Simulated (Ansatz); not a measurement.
BaTe in the NiAs-type structure was relaxed with 4 functionals in Ansatz, cell and atoms free, the symmetry of the start kept (meshes: PBE 6×6×4, r2SCAN 6×6×4, PBEsol 6×6×4, LDA 6×6×4). The structure was generated, not taken from experiment, and needn't be the ground state; spin polarisation is off.

The r2SCAN result:
```
Ba Te
1.0
     4.89537    0.00000    0.00000
    -2.44769    4.23952    0.00000
     0.00000    0.00000    8.58407
Ba Te
2 2
Cartesian
  0.0000 0.0000 0.0000
  0.0000 0.0000 4.2920
  0.0000 2.8263 2.1460
  2.4477 1.4132 6.4381
```

The symmetry is P6_3/mmc (No. 194, hexagonal); a = 4.895 Å, c = 8.584 Å in the conventional setting, 44.54 Å³ an atom. Around Ba lie 6 Te at 3.55 Å; around Te lie 6 Ba at 3.55 Å.

(1) How does the cell change with LDA?

(2) How does the cell change with PBE?

(3) Held at the r2SCAN cell, what mean stress do LDA and PBE find, and does its sign point to their own minimum?

## Answers

(1) a = 4.757 Å, c = 8.368 Å; the volume differs by -7.9 % from r2SCAN's. Ba has 6 Te at 3.45 Å; Te has 6 Ba at 3.45 Å.

(2) a = 4.895 Å, c = 8.591 Å; the volume differs by +0.1 % from r2SCAN's. Around Ba lie 6 Te at 3.55 Å; around Te lie 6 Ba at 3.55 Å.

(3) Yes. LDA -2.37 GPa, and its relaxed volume is -7.9 % from r2SCAN's; PBE +0.06 GPa, and its relaxed volume is +0.1 % from r2SCAN's. Compression counts positive, so a positive stress asks for a larger cell.
